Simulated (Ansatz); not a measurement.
# PtS2 (P-3m1) in Ansatz: convergence with wavefunction cutoff

Aim: find how far wavefunction cutoff must go before the results for PtS2 settle, at r2SCAN. This setting moves, with any that are tied to it; all else stays.

Everything below comes from runs of Ansatz 0.2.0. Logs are shortened: lines on timing, memory, paths and dates and some standing lists are left out, and cuts for length are marked.

## (1) The crystal as given

The structure is trigonal, space group P-3m1 (No. 164). The conventional cell has a = 3.543 Å, b = 3.543 Å, c = 5.039 Å, α = 90.00°, β = 90.00°, γ = 120.00°. Pt (site symmetry -3m) is surrounded by 6 S at 2.34 Å. Around S (site symmetry 3m) lie 3 Pt at 2.34 Å.

## (2) With wavefunction cutoff 400 eV

File input.yaml:

```yaml
crystal:
  lattice:
    - [3.5432, 0.0, 0.0]
    - [-1.7716, 3.0685012107, 0.0]
    - [0.0, 0.0, 5.0388]
  atoms:
    - { symbol: Pt, position: [0.0, 0.0, 0.0] }
    - { symbol: S, position: [0.6666666667, 0.3333333333, 0.773] }
    - { symbol: S, position: [0.3333333333, 0.6666666667, 0.227] }
hamiltonian:
  xc: r2scan
  pseudopotentials: { kind: nc, accuracy: stringent }
kpoints:
  mp_grid: { grid: [7, 7, 5] }
scf:
  occupations: { method: fermi_dirac, width: 0.1 }
output:
  forces: true
  stress: true
  eigenvalues: true
basis:
  ecutwfc: "400 eV"
```

Potentials or basis: PseudoDojo stringent (PBE files).

Launch:

```sh
$ ansatz run input.yaml --threads 2 --pin off --max-ram 5632MiB --backend cpu --events-out ev --progress --plain --runs-dir out
```

Wall time 4.6 s (2 threads of Intel Xeon at 2.50GHz (Skylake/Cascade Lake), shared host); peak memory 0.36 GiB.

What came out:

```yaml
Free_energy: -4192.4518 eV
Pressure: 10.7 GPa
Largest_force: 1.366 eV/Å
Band_gap_on_the_k_mesh: 0.94 eV, indirect (least direct gap 1.22 eV)
```

## (3) With wavefunction cutoff 500 eV

input.yaml: that of step 2 with these lines changed.

```diff
@@ -21,2 +21,2 @@
 basis:
-  ecutwfc: "400 eV"
+  ecutwfc: "500 eV"
```

Potentials or basis: PseudoDojo stringent (PBE files).

Launch:

```sh
$ ansatz run input.yaml --threads 2 --pin off --max-ram 5632MiB --backend cpu --events-out ev --progress --plain --runs-dir out
```

Wall time 6.1 s (2 threads of Intel Xeon at 2.50GHz (Skylake/Cascade Lake), shared host); peak memory 0.4 GiB.

What came out:

- Free energy: -4200.3226 eV
- Pressure: 10.1 GPa
- Largest force: 1.311 eV/Å
- Band gap on the k mesh: 0.95 eV, indirect (least direct gap 1.23 eV)

## (4) With wavefunction cutoff 600 eV

input.yaml: that of step 3 with these lines changed.

```diff
@@ -21,2 +21,2 @@
 basis:
-  ecutwfc: "500 eV"
+  ecutwfc: "600 eV"
```

Launch:

```sh
$ ansatz run input.yaml --threads 2 --pin off --max-ram 5632MiB --backend cpu --events-out ev --progress --plain --runs-dir out
```

Wall time 8.1 s (2 threads of Intel Xeon at 2.50GHz (Skylake/Cascade Lake), shared host); peak memory 0.45 GiB.

Results:

```yaml
Free_energy: -4204.1096 eV
Pressure: 9.4 GPa
Largest_force: 1.232 eV/Å
Band_gap_on_the_k_mesh: 0.97 eV, indirect (least direct gap 1.25 eV)
```

## (5) With wavefunction cutoff 700 eV

input.yaml: that of step 4 with these lines changed.

```diff
@@ -21,2 +21,2 @@
 basis:
-  ecutwfc: "600 eV"
+  ecutwfc: "700 eV"
```

Launch:

```sh
$ ansatz run input.yaml --threads 2 --pin off --max-ram 5632MiB --backend cpu --events-out ev --progress --plain --runs-dir out
```

Wall time 9.3 s (2 threads of Intel Xeon at 2.50GHz (Skylake/Cascade Lake), shared host); peak memory 0.48 GiB.

Results:

- Free energy: -4205.8465 eV
- Pressure: 9.0 GPa
- Largest force: 1.191 eV/Å
- Band gap on the k mesh: 0.98 eV, indirect (least direct gap 1.27 eV)

## (6) With wavefunction cutoff 850 eV

input.yaml: that of step 5 with these lines changed.

```diff
@@ -21,2 +21,2 @@
 basis:
-  ecutwfc: "700 eV"
+  ecutwfc: "850 eV"
```

Potentials or basis: PseudoDojo stringent (PBE files).

Launch:

```sh
$ ansatz run input.yaml --threads 2 --pin off --max-ram 5632MiB --backend cpu --events-out ev --progress --plain --runs-dir out
```

It took 12 s on 2 threads of Intel Xeon at 2.50GHz (Skylake/Cascade Lake), shared host; peak memory 0.55 GiB.

Results (log left out):

* Free energy: -4206.6995 eV
* Pressure: 8.7 GPa
* Largest force: 1.161 eV/Å
* Band gap on the k mesh: 0.99 eV, indirect (least direct gap 1.28 eV)

## (7) With wavefunction cutoff 1000 eV

input.yaml: that of step 6 with these lines changed.

```diff
@@ -21,2 +21,2 @@
 basis:
-  ecutwfc: "850 eV"
+  ecutwfc: "1000 eV"
```

Launch:

```sh
$ ansatz run input.yaml --threads 2 --pin off --max-ram 5632MiB --backend cpu --events-out ev --progress --plain --runs-dir out
```

Run time: 14 s. Hardware: 2 threads of Intel Xeon at 2.50GHz (Skylake/Cascade Lake), shared host; peak memory 0.65 GiB.

The run converged. Its results:

- Free energy: -4206.8440 eV
- Pressure: 8.7 GPa
- Largest force: 1.154 eV/Å
- Band gap on the k mesh: 0.99 eV, indirect (least direct gap 1.28 eV)

## (8) With wavefunction cutoff 1200 eV

input.yaml: that of step 7 with these lines changed.

```diff
@@ -21,2 +21,2 @@
 basis:
-  ecutwfc: "1000 eV"
+  ecutwfc: "1200 eV"
```

Launch:

```sh
$ ansatz run input.yaml --threads 2 --pin off --max-ram 5632MiB --backend cpu --events-out ev --progress --plain --runs-dir out
```

Run time: 17 s. Hardware: 2 threads of Intel Xeon at 2.50GHz (Skylake/Cascade Lake), shared host; peak memory 0.8 GiB.

The run converged. Its results:

```
Free energy            : -4206.8555 eV
Pressure               : 8.7 GPa
Largest force          : 1.154 eV/Å
Band gap on the k mesh : 0.99 eV, indirect (least direct gap 1.28 eV)
```

## (9) With wavefunction cutoff 1400 eV

input.yaml: that of step 8 with these lines changed.

```diff
@@ -21,2 +21,2 @@
 basis:
-  ecutwfc: "1200 eV"
+  ecutwfc: "1400 eV"
```

Potentials or basis: PseudoDojo stringent (PBE files).

Launch:

```sh
$ ansatz run input.yaml --threads 2 --pin off --max-ram 5632MiB --backend cpu --events-out ev --progress --plain --runs-dir out
```

Run time: 20 s. Hardware: 2 threads of Intel Xeon at 2.50GHz (Skylake/Cascade Lake), shared host; peak memory 0.86 GiB.

It converged, with:

```yaml
Free_energy: -4206.8566 eV
Pressure: 8.7 GPa
Largest_force: 1.153 eV/Å
Band_gap_on_the_k_mesh: 0.99 eV, indirect (least direct gap 1.28 eV)
```

## (10) With wavefunction cutoff 1700 eV

input.yaml: that of step 9 with these lines changed.

```diff
@@ -21,2 +21,2 @@
 basis:
-  ecutwfc: "1400 eV"
+  ecutwfc: "1700 eV"
```

Potentials or basis: PseudoDojo stringent (PBE files).

Launch:

```sh
$ ansatz run input.yaml --threads 2 --pin off --max-ram 5632MiB --backend cpu --events-out ev --progress --plain --runs-dir out
```

The log of the run:

```text
Warning: The stringent table, which hamiltonian.pseudopotentials names, holds the potential of the library's standard table for Pt, S (one content_sha256, or a second file that the publisher made of the same generator input, which states another). The run takes no other species from the library, so that hamiltonian.pseudopotentials.accuracy: standard would change no potential of it. The deck needs no change, but a comparison with a run at hamiltonian.pseudopotentials.accuracy: standard does not test the potential of Pt, S. With hamiltonian.pseudopotentials.accuracy and source left out a run reads another potential of Pt, S, from this project's own files. To test it, run on another potential, such as that of hamiltonian.pseudopotentials: {kind: paw}
Warning: hamiltonian.xc reads the kinetic-energy density τ on the library's norm-conserving files, and those of Pt, S were made for PBE. This build holds files of Pt, S that were made for r²SCAN, which a deck under this functional can read where it names no table (hamiltonian.pseudopotentials.accuracy or source), types no xc_functional and has no exact exchange, max_exx_coeff or level of output.embedding that keeps them out. To compare such runs, type hamiltonian.pseudopotentials: {kind: paw, frozen_core: stored} on both or, where PAW refuses one, {kind: nc, accuracy: standard}
Warning: RAYON_NUM_THREADS=2 ignored (pool sized by the plan → 2); use --threads N
Engine: ansatz 0.2.0, x86_64-unknown-linux-gnu
Pseudopotentials: kind: nc
Pseudopotential: Pt, nc, valence charge 18, recommended cutoff 1142.878222 eV (normal), Pt.nc.azcp (PseudoDojo's, or run here from an input of PseudoDojo's; its table is named by hamiltonian.pseudopotentials.accuracy)
Pseudopotential: S, nc, valence charge 6, recommended cutoff 770 eV (normal), S.nc.azcp (PseudoDojo's, or run here from an input of PseudoDojo's; its table is named by hamiltonian.pseudopotentials.accuracy)
Functional definition: r2SCAN
  parameter k0 = 0.174
  parameter k1 = 0.065
  parameter a1 = 4.9479
  exchange = r2scan_x(k0 = k0, k1 = k1, a1 = a1)
  correlation = r2scan_c
Crystal: 3 atoms, lattice volume = 54.783 Å³
Basis set: ecut = 1700 eV, 8763 PW (Γ), exchange–correlation on 192×192×288 points (64 copies of the dense FFT grid, shifted against one another)
Bands: 19, of which v1, the nominal top of the filled ones, is band 15 counted from 1 (14 counted from 0)
Symmetry: 12 space group operations
Space group: P-3m1 (ITA 164), of the structure as read, at distance tolerance 3.8e-5 Å
k-points: 32 of 245
Non-local potential: Pt, projectors of the file, l = 0: 2, l = 1: 2, l = 2: 2, l = 3: 2
Non-local potential: S, projectors of the file, l = 0: 2, l = 1: 2, l = 2: 2
Initial density: superposition of atomic densities (chi_scale 0.1, normalization cell, long waves kept (reshape's long-wave potential 0.01 eV rms))
[... 11 lines left out ...]
SCF converged after 7 iterations
Free energy (F): -4206.857436 eV
Harris-Foulkes:  -4206.857436 eV  (|F-HF|=5.96e-9)
Internal energy: -4206.856340 eV  (E = F + TS)
E sigma→0 (E₀):  -4206.856888 eV
Entropy (-TS):   -0.001096 eV (-0.365 meV/atom)
Fermi energy:    11.226939 eV
--- Per-component energies (eV) ---
  E_band       = -347.165635
  E_kinetic    = 1233.149245
  E_local      = -3665.816200  (includes V_loc(G=0)·N_el)
  E_nonlocal   = 305.538134
  E_hartree    = 1225.013783
  E_xc         = -874.536928
  E_vxc        = -709.351192  (∫ρ·V_xc dr)
  E_vtau       = 39.278345  (kinetic-family band-sum trace: ∫τ·v_τ [+ j·A + Jᵃ·Aᵃ] dr)
  E_ewald      = -2430.204375
  E_smearing   = -0.001096  (= −TS)
  E_closure    = -0.000000  (closes the sum)
  Σ components = -4206.857436   (vs F -4206.857436, Δ=0.00e0)
--- Forces (eV/Å), atoms counted from 1 ---
  atom   1  Pt    -0.00000000    -0.00000000     0.00000000
  atom   2  S      0.00000000    -0.00000000    -1.15269860
  atom   3  S     -0.00000000     0.00000000     1.15269860
  max |Σ_I F_I| component: 2.11e-30 eV/Å
--- Stress (GPa, compression-positive) ---
        8.514969       0.000000       0.000000
       -0.000000       8.514969       0.000000
        0.000000       0.000000       8.922001
  P = ⅓ Tr σ = 8.6506 GPa (86.506 kbar)
--- Band table (eV; the first three rows and the last of 32) ---
  k-point 0: bands = ["-91.4662", "-44.6755", "-44.6755", "-44.4962", "-5.5353", "-2.2034", "3.4639", "3.4639", "3.6064", "6.6302", "6.6302", "8.8828", "9.5389", "9.5389", "10.6342", "13.3443", "13.3443", "15.9785", "16.9330"]
  k-point 1: bands = ["-91.4662", "-44.6755", "-44.6755", "-44.4962", "-5.4471", "-2.4456", "3.4714", "3.4714", "4.0100", "6.6221", "6.6221", "8.7433", "9.4704", "9.4704", "10.2834", "13.5042", "13.5042", "16.1126", "17.5398"]
  k-point 2: bands = ["-91.4662", "-44.6755", "-44.6755", "-44.4962", "-5.2801", "-2.8342", "3.4835", "3.4835", "4.7513", "6.6095", "6.6095", "8.3044", "9.3647", "9.3647", "9.8652", "13.7753", "13.7753", "16.5762", "18.3873"]
  k-point 31: bands = ["-91.4657", "-44.6962", "-44.6897", "-44.4926", "-3.2575", "-3.1895", "3.5887", "3.9804", "4.5502", "5.9826", "6.1165", "7.1559", "7.4535", "8.5982", "9.0872", "12.7422", "13.1344", "17.9835", "18.6504"]
```

It took 28 s on 2 threads of Intel Xeon at 2.50GHz (Skylake/Cascade Lake), shared host; peak memory 1 GiB.

Results:

```
Free energy            : -4206.8574 eV
Pressure               : 8.7 GPa
Largest force          : 1.153 eV/Å
Band gap on the k mesh : 0.99 eV, indirect (least direct gap 1.28 eV)
```

## (11) The series at a glance

| wavefunction cutoff | energy less the tightest run, at zero smearing (meV/atom) | pressure (GPa) | largest force (eV/Å) | gap on the mesh (eV) | SCF cycles | CPU time (s) | peak memory (GiB) |
| --- | --- | --- | --- | --- | --- | --- | --- |
| 400 eV | 4801.92 | 10.72 | 1.366 | 0.936 | 8 | 7.6 | 0.36 |
| 500 eV | 2178.33 | 10.14 | 1.311 | 0.946 | 7 | 8.4 | 0.4 |
| 600 eV | 915.98 | 9.35 | 1.232 | 0.968 | 7 | 12 | 0.45 |
| 700 eV | 336.99 | 9.00 | 1.191 | 0.983 | 7 | 14 | 0.48 |
| 850 eV | 52.66 | 8.72 | 1.161 | 0.991 | 7 | 18 | 0.55 |
| 1000 eV | 4.48 | 8.66 | 1.154 | 0.994 | 7 | 20 | 0.65 |
| 1200 eV | 0.66 | 8.66 | 1.154 | 0.994 | 7 | 28 | 0.8 |
| 1400 eV | 0.28 | 8.66 | 1.153 | 0.994 | 7 | 33 | 0.86 |
| 1700 eV | 0.00 | 8.65 | 1.153 | 0.994 | 7 | 48 | 1 |

Against the tightest run, the energy stays within 1 meV/atom from 1200 eV on; the pressure stays within 0.1 GPa from 850 eV on; the largest force stays within 0.005 eV/Å from 1000 eV on; the gap on the mesh stays within 0.01 eV from 850 eV on. The tightest run that finished is the yardstick and may itself not be fully converged.

Caveats: the meta-GGA runs on potentials made for a GGA; odd divisions of the mesh miss points on the zone boundary, where band edges often lie, so the gap on the mesh can be too wide; the potentials were made for another functional, which shifts forces and pressure; spin-orbit coupling is left out, which moves the levels of the heavy elements.
